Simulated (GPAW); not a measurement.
Set up this calculation in GPAW 26.7.0, as an ASE script.

* Task: band structure
* Functional: r2SCAN
* Potentials or basis: GPAW PAW data sets (gpaw-data 1.2.1)
* Cutoff: 800 eV
* Basis: pw
* k mesh: 6 × 6 × 5
* Occupations: fermi-dirac, width 0.05 eV
* Spin: no spin polarisation
* Maxiter: 150
* Band path: GXMGZRAZ,XR,MA
* Band points: 80

SnO:

```xyz
4
Lattice="3.8137 0.0000 0.0000 0.0000 3.8137 0.0000 0.0000 0.0000 4.8869" Properties=species:S:1:pos:R:3 pbc="T T T"
Sn    1.9068    0.0000    3.7367
Sn    0.0000    1.9068    1.1503
O     0.0000    0.0000    0.0000
O     1.9068    1.9068    0.0000
```

The cell is a database's computed one.

The input as run:

run.py

```python
from ase import Atoms
from ase.dft.bandgap import bandgap
from ase.io import write
from ase.units import GPa
from gpaw import GPAW, PW

atoms = Atoms(['Sn', 'Sn', 'O', 'O'],
              cell=[[3.81369522, 0.0, 0.0],
                    [0.0, 3.81369522, 0.0],
                    [0.0, 0.0, 4.8869133]],
              scaled_positions=[[0.5, 0.0, 0.76462614],
                                [0.0, 0.5, 0.23537386],
                                [0.0, 0.0, 0.0],
                                [0.5, 0.5, 0.0]],
              pbc=True)

calc = GPAW(mode=PW(800),
            xc='MGGA_X_R2SCAN+MGGA_C_R2SCAN',
            kpts={'size': (6, 6, 5), 'gamma': True},
            occupations={'name': 'fermi-dirac', 'width': 0.05},
            nbands=33,
            convergence={'density': 1e-05, 'energy': 1e-05},
            maxiter=150,
            txt='gpaw.txt')
atoms.calc = calc
energy = atoms.get_potential_energy()
forces = atoms.get_forces()
stress = atoms.get_stress()
calc.write('gs.gpw')
write('result.traj', atoms)
print(f'Energy: {energy:.6f} eV')
print('Forces (eV/A):')
print(forces.round(4))
print('Stress (GPa):', (stress / GPa).round(3))
print('Fermi level:', round(calc.get_fermi_level(), 4), 'eV')
print(f'Gap: {bandgap(calc)[0]:.4f} eV, direct: {bandgap(calc, direct=True)[0]:.4f} eV')

path = atoms.cell.bandpath('GXMGZRAZ,XR,MA', npoints=80, eps=1e-4)
bs_calc = calc.fixed_density(kpts=path, symmetry='off', nbands=50,
                             convergence={'bands': 'CBM+6.0', 'eigenstates': 1e-6}, txt='bands.txt')
bs = bs_calc.band_structure()
bs.write('bs.json')
print(f'Gap on the path: {bandgap(bs_calc)[0]:.4f} eV')
```

Potentials or basis: GPAW PAW data sets (gpaw-data 1.2.1), pw.

Run with:

```bash
$ OMP_NUM_THREADS=1 python run.py
```

Results of the run:

- Pressure: -0.6 GPa
- Largest force: 0.099 eV/Å
- Band gap on the k mesh: 0.28 eV, indirect (least direct gap 2.36 eV)
- Band gap along the path: 0.28 eV, indirect (least direct gap 2.33 eV)

Caveat: the PAW data sets were made with another functional, which shifts forces and pressure a little; spin-orbit coupling is left out, which moves the levels of the heavy elements.

Wall time 6 min on 1 thread of Arm Neoverse V2 (shared host), peak memory 0.68 GiB.
